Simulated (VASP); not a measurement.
Runs of VASP 6.6.1 on PbSe (Clausthalite). The structure is cubic, space group Fm-3m (No. 225). Conventional cell: a = 6.121 Å, b = 6.121 Å, c = 6.121 Å, α = 90.00°, β = 90.00°, γ = 90.00°. Pb (site symmetry m-3m) has 6 Se at 3.06 Å as nearest neighbours. Se (site symmetry m-3m) has 6 Pb at 3.06 Å as nearest neighbours. 

```tsv
task	level	potentials or basis	cell	k mesh	cutoff (eV)	smearing	ladder	grid for exact exchange (PRECFOCK)	exchange at q = 0	share of exact exchange	gap on the mesh (eV)	pressure (GPa)	relaxed volume (Å³/atom)
relaxation of cell and atoms	PBE	VASP PAW PBE potentials, release 64 (Pb_d_GW, Se_GW)	relaxed	8 × 8 × 8	630	fermi-dirac 0.05 eV	-	-	-	-	0.43	0.0	30.04
relaxation of cell and atoms	SCAN	VASP PAW PBE potentials, release 64 (Pb_d, Se)	relaxed	8 × 8 × 8	600	fermi-dirac 0.05 eV	-	-	-	-	0.56	0.0	29.14
single point	PBE	VASP PAW PBE potentials, release 64 (Pb, Se)	as given	8 × 8 × 8	500	gaussian 0.02 eV	-	-	-	-	(b)	2.2	-
band structure	r2SCAN-EpsX	VASP PAW PBE potentials, release 64 (Pb_d, Se)	as given	6 × 6 × 6	520	gaussian 0.02 eV	gaps	Fast	truncated	0.0317	0.68	(c)	-
relaxation of cell and atoms	PBEsol+rVV10	VASP PAW PBE potentials, release 64 (Pb_d, Se)	relaxed	8 × 8 × 8	600	fermi-dirac 0.05 eV	-	-	-	-	(a)	0.0	28.21
```

Alike in all rows: no spin polarisation.

Question: Estimate the missing entries.

Answer: (a) 0.13; (b) 0.29; (c) 1.4.

Caveats: spin-orbit coupling is left out, which as a rule narrows the gap of such compounds by several tenths of an eV; the PAW data sets were made with another functional, which shifts forces and pressure a little (some runs).

A k mesh can miss the band edges, and the runs leave out spin-orbit coupling on Pb, Se.

Not every run made on this cell is shown here.
